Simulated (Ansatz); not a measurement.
# Te2Mo (Pm) in Ansatz: settings compared

The runs below take Te2Mo through band structure, with RPBE, revPBE.

Everything below comes from runs of Ansatz 0.2.0. Logs are shortened: lines on timing, memory, paths and dates and some standing lists are left out, and cuts for length are marked.

### 1 The crystal as given

It takes space group Pm (No. 6, monoclinic). The conventional cell has a = 6.346 Å, b = 3.494 Å, c = 14.866 Å, α = 90.00°, β = 92.12°, γ = 90.00°. Te (site symmetry m) has 3 Mo at 2.82 to 2.84 Å as nearest neighbours. Te (site symmetry m) has 3 Mo at 2.82 to 2.84 Å as nearest neighbours. Te (site symmetry m) is surrounded by 3 Mo at 2.70 to 2.71 Å. Around Te (site symmetry m) lie 3 Mo at 2.70 to 2.71 Å. Around Te (site symmetry m) lie 3 Mo at 2.70 to 2.71 Å. Around Te (site symmetry m) lie 3 Mo at 2.70 to 2.71 Å. Te (site symmetry m) has 3 Mo at 2.82 to 2.84 Å as nearest neighbours. Te (site symmetry m) has 3 Mo at 2.82 to 2.84 Å as nearest neighbours.

The cell is a database's computed one.

### 2 Band structure, RPBE

Contents of input.yaml:

```yaml
crystal:
  lattice:
    - [6.3464495577, 0.0, 0.0]
    - [0.0, 3.49421554, 0.0]
    - [-0.5490254083, 0.0, 14.8561586148]
  atoms:
    - { symbol: Te, position: [0.06308657, 0.5, 0.40139181] }
    - { symbol: Te, position: [0.93626097, 0.0, 0.59892358] }
    - { symbol: Te, position: [0.56720469, 0.0, 0.36206281] }
    - { symbol: Te, position: [0.43253951, 0.5, 0.63827401] }
    - { symbol: Te, position: [0.09104745, 0.0, 0.13792275] }
    - { symbol: Te, position: [0.90945389, 0.5, 0.86175202] }
    - { symbol: Te, position: [0.58109276, 0.5, 0.09854983] }
    - { symbol: Te, position: [0.41934698, 0.0, 0.90115399] }
    - { symbol: Mo, position: [0.31968622, 0.0, 0.50682682] }
    - { symbol: Mo, position: [0.6797845, 0.5, 0.49352002] }
    - { symbol: Mo, position: [0.1814915, 0.5, 0.00653163] }
    - { symbol: Mo, position: [0.81900395, 0.0, 0.99308972] }
hamiltonian:
  xc: rpbe
  pseudopotentials: { kind: paw }
kpoints:
  mp_grid: { grid: [4, 8, 2] }
  band_path:
    path:
      - [[0.0, 0.0, 0.0], [0.0, 0.0, 0.5], [-0.4927891831, 0.0, 0.5426307308], [-0.5, 0.0, 0.5], [-0.5, 0.5, 0.5], [-0.5072108169, 0.5, 0.4573692692], [-0.5, 0.5, 0.0], [-0.5, 0.0, 0.0], [-0.5072108169, 0.0, 0.4573692692]]
      - [[-0.4927891831, 0.5, 0.5426307308], [0.0, 0.5, 0.5], [0.0, 0.5, 0.0]]
      - [[0.0, 0.0, 0.5], [0.0, 0.5, 0.5]]
    npoints: 10
scf:
  occupations: { method: fermi_dirac, width: 0.05 }
  n_extra_bands: 30
output:
  forces: true
  stress: true
  eigenvalues: true
  fatbands: false
  write_density: true
  write_potential: true
  elf: true
  volumetric_format: npy
```

Potentials or basis: Ansatz PAW.

Command:

```bash
$ ansatz run input.yaml --threads 4 --pin off --max-ram 11264MiB --backend cpu --events-out ev --progress --plain --runs-dir out
```

The log of the run:

```text
Warning: RAYON_NUM_THREADS=4 ignored (pool sized by the plan → 4); use --threads N
scf.n_extra_bands = 30 over 92 filled bands (N_el = 184.0): the run solves 122 bands
Engine: ansatz 0.2.0, aarch64-unknown-linux-gnu
Pseudopotentials: kind: paw
[... 77 lines left out ...]
--- Band table (eV; the first three rows and the last of 30) ---
  k-point 0: bands = ["-49.8844", "-49.8761", "-49.8257", "-49.8175", "-25.8002", "-25.7933", "-25.7908", "-25.7839", "-25.7834", "-25.7824", "-25.7738", "-25.7727", "-25.7529", "-25.7457", "-25.7434", "-25.7361", "-25.7336", "-25.7241", "-25.7197", "-25.7102", "-25.7093", "-25.7070", "-25.6995", "-25.6972", "-25.6633", "-25.6603", "-25.6554", "-25.6524", "-25.6474", "-25.6452", "-25.6397", "-25.6375", "-25.6021", "-25.5940", "-25.5913", "-25.5832", "-25.5526", "-25.5454", "-25.5444", "-25.5372", "-25.5366", "-25.5324", "-25.5284", "-25.5242", "-24.1171", "-24.1089", "-24.0563", "-24.0481", "-24.0099", "-24.0017", "-23.8939", "-23.8861", "-23.8436", "-23.8354", "-23.6959", "-23.6880", "-1.6858", "-1.5565", "-0.7671", "-0.5563", "0.1076", "0.1927", "0.3148", "0.4158", "5.5126", "5.6513", "5.8583", "6.4152", "6.5784", "6.6341", "7.1761", "7.2224", "8.0854", "8.6518", "8.6841", "8.7776", "8.7847", "8.7951", "8.8976", "9.3325", "9.5014", "9.5154", "9.8154", "10.0330", "10.2442", "10.5054", "10.5370", "10.5443", "10.8276", "11.0163", "11.2037", "11.2961", "11.7742", "11.9368", "12.1975", "12.2274", "12.5536", "13.0196", "13.1440", "13.3059", "13.3934", "13.6802", "14.2779", "14.3531", "14.4490", "14.4951", "14.5662", "14.6298", "15.7549", "15.9096", "16.1073", "16.6265", "16.9630", "17.1328", "17.5725", "17.9367", "18.1499", "18.4461", "18.4608", "18.7658", "18.8292", "18.9994"]
  k-point 1: bands = ["-49.8844", "-49.8761", "-49.8257", "-49.8175", "-25.8002", "-25.7933", "-25.7908", "-25.7839", "-25.7834", "-25.7824", "-25.7738", "-25.7727", "-25.7529", "-25.7457", "-25.7434", "-25.7361", "-25.7336", "-25.7241", "-25.7197", "-25.7102", "-25.7093", "-25.7070", "-25.6995", "-25.6972", "-25.6633", "-25.6603", "-25.6554", "-25.6524", "-25.6474", "-25.6452", "-25.6397", "-25.6375", "-25.6021", "-25.5940", "-25.5913", "-25.5832", "-25.5526", "-25.5454", "-25.5444", "-25.5372", "-25.5366", "-25.5324", "-25.5284", "-25.5242", "-24.1171", "-24.1089", "-24.0563", "-24.0481", "-24.0099", "-24.0017", "-23.8939", "-23.8861", "-23.8436", "-23.8354", "-23.6959", "-23.6880", "-1.6311", "-1.6241", "-0.6599", "-0.6506", "0.1319", "0.1386", "0.3772", "0.3823", "5.5714", "5.5808", "6.1373", "6.1448", "6.5085", "6.5339", "7.2545", "7.2934", "8.3832", "8.4114", "8.6650", "8.6703", "8.7873", "8.7926", "9.1578", "9.1818", "9.4965", "9.5401", "9.8422", "9.8691", "10.4031", "10.4069", "10.5205", "10.5315", "10.9590", "10.9646", "11.2463", "11.2485", "11.8235", "11.8441", "12.2097", "12.2157", "12.8235", "12.8771", "13.2502", "13.2788", "13.3433", "13.3508", "14.4483", "14.4618", "14.4733", "14.4757", "14.5251", "14.5267", "15.9484", "16.0868", "16.1667", "16.3214", "17.2172", "17.2323", "17.5013", "17.6078", "17.8142", "17.9219", "18.9565", "18.9727", "19.1074", "19.2089"]
  k-point 2: bands = ["-49.8814", "-49.8731", "-49.8272", "-49.8190", "-25.7974", "-25.7902", "-25.7881", "-25.7840", "-25.7838", "-25.7808", "-25.7743", "-25.7742", "-25.7541", "-25.7472", "-25.7446", "-25.7376", "-25.7328", "-25.7233", "-25.7200", "-25.7105", "-25.7095", "-25.7073", "-25.6997", "-25.6975", "-25.6601", "-25.6573", "-25.6522", "-25.6495", "-25.6488", "-25.6467", "-25.6411", "-25.6389", "-25.6027", "-25.5946", "-25.5928", "-25.5847", "-25.5524", "-25.5456", "-25.5442", "-25.5374", "-25.5362", "-25.5322", "-25.5280", "-25.5240", "-24.1161", "-24.1079", "-24.0746", "-24.0664", "-24.0013", "-23.9931", "-23.9085", "-23.9006", "-23.8347", "-23.8264", "-23.6975", "-23.6897", "-1.5147", "-1.3860", "-0.6559", "-0.4528", "0.1864", "0.2656", "0.4234", "0.5194", "5.6880", "5.8216", "6.0424", "6.4924", "6.6824", "6.7717", "7.2466", "7.2762", "7.9922", "8.3377", "8.4079", "8.4219", "8.6166", "8.8237", "8.8869", "8.9817", "9.4703", "9.4951", "9.5684", "9.9278", "10.0152", "10.2839", "10.2847", "10.3213", "10.6769", "11.0036", "11.0296", "11.0821", "11.2072", "11.2121", "12.4402", "12.4970", "12.7422", "12.9989", "13.1008", "13.1193", "13.2978", "13.4064", "13.4335", "13.6035", "13.9472", "14.1988", "14.4268", "14.5248", "16.0510", "16.0831", "16.5652", "17.0830", "17.8149", "18.0828", "18.1765", "18.5145", "18.7689", "18.7993", "18.8910", "19.0110", "19.2202", "19.5130"]
  k-point 29: bands = ["-49.8500", "-49.8499", "-49.8417", "-49.8416", "-25.7938", "-25.7937", "-25.7841", "-25.7840", "-25.7736", "-25.7735", "-25.7642", "-25.7642", "-25.7590", "-25.7589", "-25.7495", "-25.7494", "-25.7255", "-25.7253", "-25.7160", "-25.7158", "-25.7090", "-25.7088", "-25.6992", "-25.6991", "-25.6549", "-25.6547", "-25.6471", "-25.6470", "-25.6406", "-25.6405", "-25.6327", "-25.6327", "-25.6038", "-25.6034", "-25.5956", "-25.5954", "-25.5488", "-25.5484", "-25.5406", "-25.5403", "-25.5324", "-25.5320", "-25.5241", "-25.5238", "-24.1679", "-24.1676", "-24.1596", "-24.1595", "-23.9397", "-23.9397", "-23.9315", "-23.9314", "-23.7561", "-23.7560", "-23.7481", "-23.7481", "0.2963", "0.2969", "0.3231", "0.3239", "0.6974", "0.6985", "0.7091", "0.7102", "5.4603", "5.4608", "5.4797", "5.4802", "6.4824", "6.4833", "6.5139", "6.5146", "7.7658", "7.7667", "7.8557", "7.8571", "8.7270", "8.7283", "8.7483", "8.7497", "8.8856", "8.8865", "8.9136", "8.9144", "9.4335", "9.4336", "9.4515", "9.4520", "10.2485", "10.2487", "10.2763", "10.2767", "12.2244", "12.2254", "12.2338", "12.2340", "12.9853", "12.9863", "13.0157", "13.0161", "13.4437", "13.4443", "13.4859", "13.4861", "14.5325", "14.5347", "14.5659", "14.5674", "15.7535", "15.7546", "15.8469", "15.8474", "16.3019", "16.3045", "16.4220", "16.4232", "17.3201", "17.3207", "17.3734", "17.3756", "18.2537", "18.2559"]
```

rho_z.tsv:

```text
# z_ang	rho[e/angstrom^3]
# format = ansatz-planar-average/11
# lattice	6.346449558	0.000000000	0.000000000
# lattice	0.000000000	3.494215540	0.000000000
# lattice	-0.549025408	0.000000000	14.856158615
# sites	12
# site	52	0.180001432	1.747107770	5.963140396
# site	52	5.613108756	0.000000000	8.897703703
# site	52	3.400954272	0.000000000	5.378862534
# site	52	2.394661533	1.747107770	9.482299932
# site	52	0.502104955	0.000000000	2.049002251
# site	52	5.298679483	1.747107770	12.802324696
# site	52	3.633769529	1.747107770	1.464071906
# site	52	2.166608018	0.000000000	13.387686612
# site	42	1.750611668	0.000000000	7.529499628
# site	42	4.043263009	1.747107770	7.331811697
# site	42	1.148240619	1.747107770	0.097034931
# site	42	4.652535767	0.000000000	14.753498399
0.000000	1.043366e0
0.148663	1.004827e0
0.297326	8.963614e-1
0.445989	7.405091e-1
0.594652	5.811515e-1
0.743315	4.737666e-1
[... 92 lines left out ...]
14.568974	9.016839e-1
14.717637	1.007691e0
```

Run time: 2.5 min. Hardware: 4 threads of Arm Neoverse V1, shared host; peak memory 3 GiB.

Results:

| Property | Result |
| --- | --- |
| Free energy | -75765.6403 eV |
| Pressure | 2.5 GPa |
| Largest force | 0.319 eV/Å |
| Band gap on the k mesh | none (metal or under the smearing width) |

Forces in eV/Å, atoms in the order of the input:
```
Te  -0.053  0.000 -0.075
Te   0.062  0.000  0.075
Te   0.014  0.000 -0.301
Te  -0.025  0.000  0.302
Te   0.009  0.000  0.309
Te  -0.010  0.000 -0.318
Te  -0.061  0.000  0.081
Te   0.064  0.000 -0.085
Mo  -0.106  0.000 -0.071
Mo   0.108  0.000  0.067
Mo   0.103  0.000 -0.052
Mo  -0.105  0.000  0.068
```

Levels at the corners of the path, in eV from the Fermi level:
| point | band 89 | band 90 | band 91 | band 92 | band 93 | band 94 | band 95 | band 96 |
| --- | --- | --- | --- | --- | --- | --- | --- | --- |
| Γ | -0.35 | -0.16 | 0.03 | 0.12 | 0.60 | 0.76 | 1.02 | 1.05 |
| Y | -0.22 | -0.21 | 0.07 | 0.07 | 0.65 | 0.67 | 1.03 | 1.04 |
| H | -0.73 | -0.72 | -0.67 | -0.62 | 0.14 | 0.15 | 0.97 | 0.99 |
| C | -0.73 | -0.72 | -0.67 | -0.62 | 0.14 | 0.15 | 0.97 | 0.99 |
| E | -0.93 | -0.93 | -0.90 | -0.90 | 1.05 | 1.05 | 1.06 | 1.06 |
| M1 | -0.93 | -0.93 | -0.90 | -0.90 | 1.05 | 1.05 | 1.06 | 1.06 |
| A | -0.93 | -0.93 | -0.90 | -0.90 | 1.05 | 1.05 | 1.07 | 1.07 |
| X | -0.73 | -0.73 | -0.72 | -0.71 | 0.13 | 0.14 | 0.98 | 0.98 |
| H1 | -0.73 | -0.72 | -0.67 | -0.62 | 0.14 | 0.15 | 0.97 | 0.99 |
| M | -0.93 | -0.93 | -0.90 | -0.90 | 1.05 | 1.05 | 1.06 | 1.06 |
| D | -1.46 | -1.46 | -1.43 | -1.43 | 1.12 | 1.12 | 1.15 | 1.15 |
| Z | -1.44 | -1.44 | -1.43 | -1.43 | 1.11 | 1.11 | 1.17 | 1.17 |
| Y | -0.22 | -0.21 | 0.07 | 0.07 | 0.65 | 0.67 | 1.03 | 1.04 |
| D | -1.46 | -1.46 | -1.43 | -1.43 | 1.12 | 1.12 | 1.15 | 1.15 |

Caveat: spin-orbit coupling is left out, which moves the levels of the heavy elements; this functional lacks dispersion, which binds the layers, so the pressure and a relaxed spacing across them are unreliable; the PAW data sets come from PBE, with cores solved anew for the run's functional, which leaves a small shift of forces and pressure.

### 3 Band structure, revPBE

input.yaml, as its differences from that of step 2:

```diff
@@ -19,3 +19,3 @@
 hamiltonian:
-  xc: rpbe
+  xc: revpbe
   pseudopotentials: { kind: paw }
@@ -37,5 +37 @@
   fatbands: false
-  write_density: true
-  write_potential: true
-  elf: true
-  volumetric_format: npy
```

Potentials or basis: Ansatz PAW.

Command:

```bash
$ ansatz run input.yaml --threads 4 --pin off --max-ram 11264MiB --backend cpu --events-out ev --progress --plain --runs-dir out
```

The log of the run:

```text
Warning: RAYON_NUM_THREADS=4 ignored (pool sized by the plan → 4); use --threads N
[... 84 lines left out ...]
  k-point 29: bands = ["-49.8743", "-49.8742", "-49.8660", "-49.8659", "-25.8110", "-25.8110", "-25.8013", "-25.8012", "-25.7906", "-25.7905", "-25.7812", "-25.7812", "-25.7765", "-25.7764", "-25.7670", "-25.7669", "-25.7434", "-25.7432", "-25.7338", "-25.7336", "-25.7271", "-25.7269", "-25.7173", "-25.7171", "-25.6719", "-25.6717", "-25.6641", "-25.6640", "-25.6574", "-25.6573", "-25.6494", "-25.6494", "-25.6210", "-25.6207", "-25.6128", "-25.6127", "-25.5667", "-25.5662", "-25.5584", "-25.5581", "-25.5503", "-25.5499", "-25.5420", "-25.5417", "-24.1917", "-24.1914", "-24.1834", "-24.1834", "-23.9636", "-23.9636", "-23.9554", "-23.9553", "-23.7803", "-23.7802", "-23.7723", "-23.7722", "0.2619", "0.2625", "0.2887", "0.2895", "0.6621", "0.6632", "0.6739", "0.6750", "5.4310", "5.4315", "5.4506", "5.4510", "6.4534", "6.4543", "6.4851", "6.4858", "7.7394", "7.7403", "7.8294", "7.8309", "8.6982", "8.6995", "8.7197", "8.7210", "8.8579", "8.8588", "8.8861", "8.8869", "9.4060", "9.4062", "9.4240", "9.4245", "10.2206", "10.2208", "10.2487", "10.2491", "12.1924", "12.1934", "12.2020", "12.2023", "12.9532", "12.9542", "12.9841", "12.9845", "13.4130", "13.4137", "13.4555", "13.4556", "14.5021", "14.5042", "14.5357", "14.5372", "15.7125", "15.7136", "15.8065", "15.8070", "16.2540", "16.2566", "16.3747", "16.3759", "17.2832", "17.2838", "17.3369", "17.3392", "18.2158", "18.2181"]
```

It took 2.2 min on 4 threads of Arm Neoverse V1, shared host; peak memory 2.6 GiB.

What came out:

```
Free energy            : -75737.1419 eV
Pressure               : 2.0 GPa
Largest force          : 0.285 eV/Å
Band gap on the k mesh : none (metal or under the smearing width)
```

Forces in eV/Å, atoms in the order of the input:
```
Te  -0.049  0.000 -0.053
Te   0.059  0.000  0.054
Te   0.013  0.000 -0.268
Te  -0.023  0.000  0.269
Te   0.009  0.000  0.275
Te  -0.010  0.000 -0.285
Te  -0.058  0.000  0.059
Te   0.061  0.000 -0.064
Mo  -0.096  0.000 -0.071
Mo   0.098  0.000  0.067
Mo   0.092  0.000 -0.051
Mo  -0.094  0.000  0.067
```

Stress tensor (GPa, compression positive):
```
2.15 0.00 0.00
0.00 1.42 0.00
0.00 0.00 2.42
```

Levels at the corners of the path, in eV from the Fermi level:
| point | band 89 | band 90 | band 91 | band 92 | band 93 | band 94 | band 95 | band 96 |
| --- | --- | --- | --- | --- | --- | --- | --- | --- |
| Γ | -0.35 | -0.16 | 0.03 | 0.12 | 0.60 | 0.76 | 1.02 | 1.05 |
| Y | -0.21 | -0.21 | 0.07 | 0.07 | 0.65 | 0.67 | 1.04 | 1.04 |
| H | -0.73 | -0.72 | -0.67 | -0.62 | 0.14 | 0.15 | 0.97 | 0.99 |
| C | -0.73 | -0.72 | -0.67 | -0.62 | 0.14 | 0.15 | 0.97 | 0.99 |
| E | -0.92 | -0.92 | -0.90 | -0.90 | 1.05 | 1.05 | 1.06 | 1.06 |
| M1 | -0.93 | -0.92 | -0.90 | -0.90 | 1.05 | 1.05 | 1.06 | 1.06 |
| A | -0.93 | -0.93 | -0.90 | -0.90 | 1.05 | 1.05 | 1.07 | 1.07 |
| X | -0.73 | -0.73 | -0.72 | -0.70 | 0.13 | 0.14 | 0.98 | 0.98 |
| H1 | -0.73 | -0.72 | -0.67 | -0.62 | 0.14 | 0.15 | 0.97 | 0.99 |
| M | -0.93 | -0.92 | -0.90 | -0.90 | 1.05 | 1.05 | 1.06 | 1.06 |
| D | -1.46 | -1.46 | -1.43 | -1.43 | 1.12 | 1.12 | 1.15 | 1.15 |
| Z | -1.43 | -1.43 | -1.43 | -1.43 | 1.11 | 1.11 | 1.16 | 1.17 |
| Y | -0.21 | -0.21 | 0.07 | 0.07 | 0.65 | 0.67 | 1.04 | 1.04 |
| D | -1.46 | -1.46 | -1.43 | -1.43 | 1.12 | 1.12 | 1.15 | 1.15 |

Caveat: spin-orbit coupling is left out, which moves the levels of the heavy elements; this functional lacks dispersion, which binds the layers, so the pressure and a relaxed spacing across them are unreliable; the PAW data sets come from PBE, with cores solved anew for the run's functional, which leaves a small shift of forces and pressure.
